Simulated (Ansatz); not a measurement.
The system is CdTe.

```
Te Cd
1.0
     0.00000    3.20500    3.20500
     3.20500    0.00000    3.20500
     3.20500    3.20500    0.00000
Te Cd
1 1
Direct
  0.75000 0.75000 0.75000
  0.00000 0.00000 0.00000
```

Program: Ansatz 0.2.0. Alike in all runs: potentials or basis Ansatz PAW; cell as given; k mesh 7 × 7 × 7. Hardware: 2 threads of Arm Neoverse V1, with other jobs on the host.

Task: Order these runs on this cell by their wall time, lowest first.
A. task band structure; level BPBE; spin off; cutoff (eV) 420; smearing fermi-dirac 0.05 eV; points for each segment of the path 14
B. task band structure; level LDA; spin SOC, no magnetisation; cutoff (eV) 420; smearing fermi-dirac 0.05 eV; points for each segment of the path 14
C. task single point; level PBE; spin off; cutoff (eV) 500; smearing fermi-dirac 0.05 eV
D. task Born charges and dielectric tensor; level r2SCAN; spin off; cutoff (eV) 500; smearing fixed

Result: C (2 s), A (10 s), B (46 s), D (150 s).
